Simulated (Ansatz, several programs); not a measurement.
A 6-atom cell of MgF2 started from a crystallographic database, relaxed with PBE in Ansatz (plane waves, PAW): it is tetragonal, P4_2/mnm (No. 136); conventional cell a = 4.698 Å, c = 3.093 Å, 11.38 Å³ an atom. Around Mg lie 6 F at 2.02 Å; around F lie 3 Mg at 2.02 Å. The cell was then scaled with its shape and fractional coordinates held, which makes it stiffer than a relaxed compression. Spin-unpolarised throughout; all numbers are computed.

```tsv
V (Å³/atom)	E (meV/atom)
10.693	13.53
11.376	0.00
11.717	2.84
12.059	10.85
```

Question: Pass a cubic E = c₀ + c₁u + c₂u² + c₃u³, with u = V − 11.461 Å³, through these points.

Answer: c₀ = 0.18, c₁ = +4.233, c₂ = 25.127, c₃ = -3.9393 (meV and Å³).

Question: Where is the minimum, and what bulk modulus follows?

Answer: dE/du = 0 at u = -0.083, so V₀ = 11.38 Å³. B = V₀ d²E/dV² = 11.38 × (2c₂ + 6c₃u) = 11.38 × 52.207 = 594 meV/Å³, and 1 meV/Å³ is 0.16022 GPa: 95 GPa. A third-order Birch-Murnaghan fit to all five points gives 11.38 Å³ and 94 GPa.

Question: Predict the energy and the pressure at the withheld volume, 11.035 Å³.

Answer: With u = -0.426: E ≈ 3.24 meV and P = −dE/dV ≈ +3.10 GPa. The run gives 3.28 meV and, from its stress, +3.08 GPa.
